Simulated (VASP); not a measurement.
# Sb (I4/mmm) in VASP: a series of runs, part 2 of 2

VASP 6.6.1.

## 4. Single point, PBEsol

This run uses another cell than the first one, of the same volume but with other edges.

The input, INCAR:

```
SYSTEM = Sb
ALGO = Fast
EDIFF = 1E-6
ENCUT = 520
GGA = PS
ISIF = 2
ISMEAR = 0
LASPH = .TRUE.
LCHARG = .TRUE.
LELF = .TRUE.
LREAL = .FALSE.
LVHAR = .TRUE.
LWAVE = .FALSE.
NBANDS = 8
NELM = 100
PREC = Accurate
SIGMA = 0.15
```

The input, KPOINTS:

```
k-points
0
G
  24 24 24
  0 0 0
```

The input, POSCAR:

```
Sb
1.0
   -1.4445212238      1.4445212238      3.2302940723
    1.4445212238     -1.4445212238      3.2302940723
    1.4445212238      1.4445212238     -3.2302940723
Sb
1
Direct
    0.0000000000      0.0000000000      0.0000000000
```

Potentials or basis: VASP PAW PBE potentials, release 64 (Sb).

Command:

```bash
> cat potpaw_PBE.64/Sb/POTCAR > POTCAR
> mpirun -np 1 vasp_std > vasp.out
```

OUTCAR:

```text
SYSTEM = Sb
   EDIFF = 1E-6
   ENCUT = 520
   GGA = PS
   ISIF = 2
   ISMEAR = 0
   LASPH = .TRUE.
   LREAL = .FALSE.
   NELM = 100
   PREC = Accurate

 ion  position               nearest neighbor table
   1  0.000  0.000  0.000-

  LATTYP: Found a body centered tetragonal cell.
 ALAT       =     2.8890424476
 C/A-ratio  =     2.2362385675

  Lattice vectors:

 A1 = (  -1.4445212238,   1.4445212238,   3.2302940723)
 A2 = (   1.4445212238,  -1.4445212238,   3.2302940723)
 A3 = (   1.4445212238,   1.4445212238,  -3.2302940723)

Analysis of symmetry for initial positions (statically):
=====================================================================
 Subroutine PRICEL returns:
 Original cell was already a primitive cell.

 Routine SETGRP: Setting up the symmetry group for a
 body centered tetragonal supercell.

 Subroutine GETGRP returns: Found 16 space group operations
 (whereof 16 operations were pure point group operations)
 out of a pool of 16 trial point group operations.

The static configuration has the point symmetry D_4h.

[... 160 lines left out ...]
 E-fermi :   8.2575     XC(G=0): -10.2379

 val. band max:        8.2538751213   @ k =  -0.3333   0.3333   0.1250
 cond. band min:       8.2597952778   @ k =   0.3333   0.1250   0.0417
 fundamental gap:      0.0059201564
 Fermi energy:         8.2575430104

 k-point     1 :       0.0000    0.0000    0.0000
  band No.  band energies     occupation
      1      -4.9378      2.00000
      2       9.3703      0.00000
      3      13.9392      0.00000
      4      14.5135      0.00000
      5      14.5135      0.00000
      6      17.7343      0.00000
      7      20.6091      0.00000
      8      20.6243      0.00000
[... 243 lines left out ...]
 k-point    24 :       0.4583    0.0417    0.0000
  band No.  band energies     occupation
      1      -0.8503      2.00000
      2       2.5413      2.00000
      3       8.1912      1.46842
      4      12.6004      0.00000
      5      16.1358      0.00000
      6      19.8328      0.00000
      7      21.0621      0.00000
      8      22.4361      0.00000

 [... further k-points ...]

------------------------ aborting loop because EDIFF is reached ----------------------------------------

  FORCE on cell =-STRESS in cart. coord.  units (eV):
  Direction    XX          YY          ZZ          XY          YZ          ZX
  --------------------------------------------------------------------------------------
  -------------------------------------------------------------------------------------
  Total        1.6378336      1.6378336     -0.4958205      0.0000000     -0.0000000      0.0000000
  in kB       97.3263562     97.3263562    -29.4635578      0.0000000     -0.0000000      0.0000000
  external PRESSURE =      55.0630515 kB  Pullay stress =       0.0000000 kB

 VOLUME and BASIS-vectors are now :
 -----------------------------------------------------------------------------
  energy-cutoff  :      520.00
  volume of cell :       26.96
      direct lattice vectors                 reciprocal lattice vectors
    -1.444521224  1.444521224  3.230294072     0.000000000  0.346135447  0.154784669
     1.444521224 -1.444521224  3.230294072     0.346135447  0.000000000  0.154784669
     1.444521224  1.444521224 -3.230294072     0.346135447  0.346135447  0.000000000

 POSITION                                       TOTAL-FORCE (eV/Angst)
 -----------------------------------------------------------------------------------
      0.00000      0.00000      0.00000         0.000000      0.000000      0.000000
 -----------------------------------------------------------------------------------
    total drift:                                0.000000      0.000000      0.000000

  FREE ENERGIE OF THE ION-ELECTRON SYSTEM (eV)
  ---------------------------------------------------
  free  energy   TOTEN  =        -4.1564796471 eV

  energy  without entropy=       -4.1474025533  energy(sigma->0) =       -4.15194110
```

OSZICAR:

```text
N       E                     dE             d eps       ncg     rms          rms(c)
DAV:   1     0.517130045564E+01    0.51713E+01   -0.16805E+03 17152   0.408E+02
DAV:   2    -0.406671457280E+01   -0.92380E+01   -0.89391E+01 24456   0.531E+01
DAV:   3    -0.416685768179E+01   -0.10014E+00   -0.99795E-01 20544   0.638E+00
DAV:   4    -0.416721988656E+01   -0.36220E-03   -0.36220E-03 25736   0.452E-01
DAV:   5    -0.416722080224E+01   -0.91568E-06   -0.91559E-06 21360   0.145E-02    0.217E+00
RMM:   6    -0.416000149919E+01    0.72193E-02   -0.13105E-03 17119   0.199E-01    0.129E+00
RMM:   7    -0.415652672942E+01    0.34748E-02   -0.29513E-03 18362   0.312E-01    0.392E-02
RMM:   8    -0.415647476133E+01    0.51968E-04   -0.34524E-04 18467   0.138E-01    0.865E-03
RMM:   9    -0.415647972437E+01   -0.49630E-05   -0.54346E-05 19939   0.568E-02    0.146E-02
RMM:  10    -0.415647964715E+01    0.77220E-07   -0.87964E-06 19287   0.248E-02
   1 F= -.41564796E+01 E0= -.41519411E+01  d E =-.907709E-02
```

Wall time 86 s (1 thread of Intel Xeon 6975P-C (Granite Rapids), shared host); peak memory 0.35 GiB.

Results:

```yaml
Free_energy: -4.1565 eV
Pressure: 5.5 GPa
Band_gap_on_the_k_mesh: none (metal or under the smearing width)
```

Caveat: the PAW data sets were made with another functional, which shifts forces and pressure a little. The run has no spin-orbit coupling, so splittings on Sb are missing.

## 5. Single point, PBEsol

The input, INCAR:

```
SYSTEM = Sb
  PREC = Accurate
  ENCUT = 520
  EDIFF = 1E-6
  ISMEAR = 0
  SIGMA = 0.15
  LREAL = .FALSE.
  LASPH = .TRUE.
  NELM = 100
  ALGO = Fast
  ISIF = 2
  LWAVE = .FALSE.
  LCHARG = .FALSE.
  GGA = PS
  NBANDS = 8
```

The input, KPOINTS:

```
Automatic mesh
0
G
  24 24 24
  0 0 0
```

The input, POSCAR:

```
Sb
1.0
   -1.6643017481      1.6643017481      2.4334687643
    1.6643017481     -1.6643017481      2.4334687643
    1.6643017481      1.6643017481     -2.4334687643
Sb
1
Direct
    0.0000000000      0.0000000000      0.0000000000
```

Potentials or basis: VASP PAW PBE potentials, release 64 (Sb).

Command:

```bash
> cat potpaw_PBE.64/Sb/POTCAR > POTCAR
> mpirun -np 1 vasp_std > vasp.out
```

OUTCAR:

```text
SYSTEM = Sb
   PREC = Accurate
   ENCUT = 520
   EDIFF = 1E-6
   ISMEAR = 0
   LREAL = .FALSE.
   LASPH = .TRUE.
   NELM = 100
   ISIF = 2
   GGA = PS

 ion  position               nearest neighbor table
   1  0.000  0.000  0.000-

  LATTYP: Found a body centered tetragonal cell.
 ALAT       =     3.3286034962
 C/A-ratio  =     1.4621559865

  Lattice vectors:

 A1 = (  -1.6643017481,   1.6643017481,   2.4334687643)
 A2 = (   1.6643017481,  -1.6643017481,   2.4334687643)
 A3 = (   1.6643017481,   1.6643017481,  -2.4334687643)

Analysis of symmetry for initial positions (statically):
=====================================================================
 Subroutine PRICEL returns:
 Original cell was already a primitive cell.

 Routine SETGRP: Setting up the symmetry group for a
 body centered tetragonal supercell.

 Subroutine GETGRP returns: Found 16 space group operations
 (whereof 16 operations were pure point group operations)
 out of a pool of 16 trial point group operations.

The static configuration has the point symmetry D_4h.

Analysis of symmetry for dynamics (positions and initial velocities):
=====================================================================
[... 164 lines left out ...]
 Fermi energy:         8.3678019999

 k-point     1 :       0.0000    0.0000    0.0000
  band No.  band energies     occupation
      1      -4.5681      2.00000
      2      13.6637      0.00000
      3      13.6643      0.00000
      4      13.6643      0.00000
      5      18.2121      0.00000
      6      18.4259      0.00000
      7      18.4259      0.00000
      8      18.6240      0.00000
[... 243 lines left out ...]
 k-point    24 :       0.4583    0.0417    0.0000
  band No.  band energies     occupation
      1      -0.8770      2.00000
      2       2.6926      2.00000
      3      11.5759      0.00000
      4      12.0168      0.00000
      5      16.5114      0.00000
      6      17.0641      0.00000
      7      17.5871      0.00000
      8      18.9446      0.00000

 [... further k-points ...]

------------------------ aborting loop because EDIFF is reached ----------------------------------------

  FORCE on cell =-STRESS in cart. coord.  units (eV):
  Direction    XX          YY          ZZ          XY          YZ          ZX
  --------------------------------------------------------------------------------------
  -------------------------------------------------------------------------------------
  Total       -0.3377345     -0.3377345     -0.2760152      0.0000000     -0.0000000      0.0000000
  in kB      -20.0694766    -20.0694766    -16.4018845      0.0000000     -0.0000000      0.0000000
  external PRESSURE =     -18.8469459 kB  Pullay stress =       0.0000000 kB

 VOLUME and BASIS-vectors are now :
 -----------------------------------------------------------------------------
  energy-cutoff  :      520.00
  volume of cell :       26.96
      direct lattice vectors                 reciprocal lattice vectors
    -1.664301748  1.664301748  2.433468764     0.000000000  0.300426290  0.205468016
     1.664301748 -1.664301748  2.433468764     0.300426290  0.000000000  0.205468016
     1.664301748  1.664301748 -2.433468764     0.300426290  0.300426290  0.000000000

 POSITION                                       TOTAL-FORCE (eV/Angst)
 -----------------------------------------------------------------------------------
      0.00000      0.00000      0.00000         0.000000      0.000000      0.000000
 -----------------------------------------------------------------------------------
    total drift:                                0.000000      0.000000      0.000000

  FREE ENERGIE OF THE ION-ELECTRON SYSTEM (eV)
  ---------------------------------------------------
  free  energy   TOTEN  =        -4.2978127476 eV

  energy  without entropy=       -4.2902558250  energy(sigma->0) =       -4.29403429
```

Wall time 79 s (1 thread of Intel Xeon 6975P-C (Granite Rapids), shared host); peak memory 0.35 GiB.

Results:

* Free energy: -4.2978 eV
* Pressure: -1.9 GPa
* Band gap on the k mesh: none (metal or under the smearing width)

Caveat: the PAW data sets were made with another functional, which shifts forces and pressure a little.
